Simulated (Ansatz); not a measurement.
Gd:

```
Gd
1.0
    -2.02500    2.02500    2.02500
     2.02500   -2.02500    2.02500
     2.02500    2.02500   -2.02500
Gd
1
Direct
  0.00000 0.00000 0.00000
```

This isn't the form of Gd at room conditions, which is hcp.

A run of Ansatz 0.2.0 on this cell left the log below. Logs are shortened: lines on timing, memory, paths and dates and some standing lists are left out, and cuts for length are marked.

```text
Warning: RAYON_NUM_THREADS=2 ignored (pool sized by the plan → 2); use --threads N
LAPW: plane waves up to 6.547 Å⁻¹, error target 1.0e-3 eV per atom; small_component_spin mean_spin; Gd in spheres of 1.754 Å, 28 of its electrons in bands, Dirac shells [] (how accurate: hamiltonian.pseudopotentials.lapw.basis_error, Limitations)
Engine: ansatz 0.2.0, x86_64-unknown-linux-gnu
Pseudopotentials: kind: all_electron
Pseudopotential: Gd, LAPW, valence charge 28, lapw/all_electron/scalar/gaussian/Gd, Koelling and Harmon's equation, gaussian nucleus
Functional definition: RPBE
  parameter kappa = 0.804
  parameter beta = 0.06672455060314922
  exchange = rpbe_x(kappa = kappa, mu = beta*pi^2/3)
  correlation = pbe_c(beta = beta)
Crystal: 1 atoms, lattice volume = 33.215 Å³
Basis set: ecut = 163.3016701829998 eV, 141 PW (Γ), exchange–correlation at level 2
Bands: 22, of which v1, the nominal top of the filled ones, is band 14 counted from 1 (13 counted from 0)
Symmetry: 48 space group operations
Space group: Im-3m (ITA 229), of the structure as read, at distance tolerance 3.2e-5 Å
Magnetic group: BNS 229.140 (UNI 1642), of the structure as read, at distance tolerance 3.2e-5 Å
k-points: 35 of 729
Non-local potential: Gd, projectors of the file, none
Initial density: superposition of atomic densities (chi_scale 0.1, normalization cell)
Starting moments: Σ|m| = 7 μB on 1 of 1 site
Initial wavefunctions: plane waves of lowest kinetic energy (no species holds an atomic orbital)
Functional: x = rpbe, c = pbe(β = 0.06672455060314922)
iter 1 solved again at ethr=8.72e-5 eV; its pass at ethr=1.00e-1 eV (dr2=2.44e-2 eV) is discarded
SCF iter   1: F=—  HF=-306704.015978 eV  |F-HF|=—  |Δ(HF+E_count)|=         —  Δρ=9.85e-3 (↑8.04e-3 ↓9.85e-3)  dr2=2.45e-2  dr2_m=1.99e-2  M=7.519 μB ∫|m|=7.519 μB  β_m=0.30  ethr=8.72e-5  ⟨swp⟩=3.1  Hψ=9951  notcnv=0
Mixer restart at iter 1: flushing history
preconditioner: auto → Kerker (q_TF=auto, 2.652 Å⁻¹)  [metal: Δε(μ)=0.041 eV  Ē_g=12.610 eV  σ=0.100 eV  W_gap=0.23  n_scr=12 (ndim 8)  ℏωp=25.8 eV  f_vac=0.000  D(μ)=1.30/eV (n_scr^D=12)]
[... 11 lines left out ...]
SCF iter  10: F=-306704.153629 eV  HF=-306704.153629 eV  |F-HF|=9.31e-10  |Δ(HF+E_count)|=   3.53e-8  Δρ=6.47e-7 (↑4.67e-7 ↓6.47e-7)  dr2=2.05e-10  dr2_m=2.52e-11  M=7.610 μB ∫|m|=7.610 μB  ethr=1.48e-11  ⟨swp⟩=3.0  Hψ=4486  notcnv=0
SCF 1 converged in 10 iterations: F = -306704.153629 eV  dr2 = 2.05e-10
SCF converged after 10 iterations
Magnetization: 7.6104 μB (17.8052 up, 10.1948 down)
Absolute magnetization: 7.6104 μB (∫|ρ↑−ρ↓|)
Spin contamination: 0.0059 ħ² per cell (⟨S²⟩ above its minimum at these occupations)
Per-site moments (μB) at R_I (Å): [(7.436848572916162, 1.7537014165312876)]
Free energy (F): -306704.153629 eV
Harris-Foulkes:  -306704.153629 eV  (|F-HF|=9.31e-10)
Internal energy: -306704.145642 eV  (E = F + TS)
E sigma→0 (E₀):  -306704.149636 eV
Entropy (-TS):   -0.007987 eV (-7.987 meV/atom)
Fermi energy:    14.296384 eV
--- Per-component energies (eV) ---
  E_band       = -1260.005334
  E_kinetic    = 333389.465750
  E_xc         = -6815.936211
  E_electrostatic = -633277.675181  (all electrons and nuclei)
  E_smearing   = -0.007987  (= −TS)
  E_closure    = 0.000000  (closes the sum)
  E_atoms      = -306690.376308  (free atoms, spherical and without spin; not in F)
  Σ components = -306704.153629   (vs F -306704.153629, Δ=0.00e0)
  Basis errors (estimates in eV, not in F): energy 2.3e-4 per atom: plane waves 1.9e-4 (1.0e-4 summed), levels above the bands 0.0e0, relativity 2.3e-7, radial functions 3.5e-5, core shells 5.5e-7; eigenvalues (radial functions only) 1.5e-6; not estimated: angular momenta, meshes, grids; target (lapw.basis_error) 1.0e-3; muffin-tin radii Gd 1.754 Å
--- Forces (eV/Å), atoms counted from 1 ---
  atom   1  Gd    -0.00000000     0.00000000     0.00000000
  max |Σ_I F_I| component: 5.75e-31 eV/Å
--- Stress (GPa, compression-positive) ---
        1.633918       0.000000      -0.000000
        0.000000       1.633918      -0.000000
       -0.000000      -0.000000       1.633918
  P = ⅓ Tr σ = 1.6339 GPa (16.339 kbar)
--- Band table (eV; the first three rows and the last of 70) ---
  k-point 0 ↑: bands = ["-129.3677", "-129.3677", "-129.3677", "-129.3574", "-129.3574", "-31.0429", "-8.0994", "-8.0994", "-8.0994", "9.2332", "9.4404", "9.4404", "9.4404", "9.5682", "9.5682", "9.5682", "9.5955", "15.5910", "15.5910", "15.5910", "17.8077", "17.8077"]
  k-point 1 ↑: bands = ["-129.3677", "-129.3677", "-129.3677", "-129.3574", "-129.3574", "-31.0352", "-8.1847", "-8.1260", "-8.0998", "9.4447", "9.4486", "9.4506", "9.5575", "9.5619", "9.5642", "9.5790", "9.5838", "15.3546", "15.4826", "15.9559", "17.4858", "17.8148"]
  k-point 2 ↑: bands = ["-129.3677", "-129.3677", "-129.3677", "-129.3574", "-129.3574", "-31.0158", "-8.3940", "-8.1926", "-8.1008", "9.4529", "9.4722", "9.4782", "9.5277", "9.5356", "9.5573", "9.5781", "10.4806", "14.8316", "15.0070", "16.9965", "17.3589", "17.8997"]
  k-point 34 ↓: bands = ["-123.4144", "-123.4144", "-123.4144", "-123.4102", "-123.4102", "-27.6714", "-6.2094", "-6.1898", "-6.1898", "13.2339", "13.2804", "14.6937", "14.7525", "14.7576", "14.7576", "14.9439", "14.9439", "14.9669", "19.9760", "19.9760", "20.9071", "21.0068"]
```

Write the input and the command behind it.

Single point with RPBE, collinear spin, ferromagnetic start. The files as run (others can give the same):

input.yaml
```yaml
crystal:
  lattice:
    - [-2.025, 2.025, 2.025]
    - [2.025, -2.025, 2.025]
    - [2.025, 2.025, -2.025]
  atoms:
    - { symbol: Gd, position: [0.0, 0.0, 0.0], spin: 7.0 }
kpoints:
  mp_grid: { grid: [9, 9, 9] }
scf:
  occupations: { method: gaussian, width: 0.1 }
hamiltonian:
  xc: rpbe
  pseudopotentials: { kind: all_electron, lapw: { basis_error: 0.001 } }
magnetization:
  spin_polarized: true
output:
  forces: true
  stress: true
  eigenvalues: true
```

Potentials or basis: all-electron LAPW, scalar-relativistic.
Run with:
```sh
$ ansatz run input.yaml --threads 2 --pin off --max-ram 6144MiB --backend cpu --events-out ev --progress --plain --runs-dir out
```

Caveat: an open f shell can end in a state above the lowest; spin-orbit coupling is left out, which moves the levels of the heavy elements.
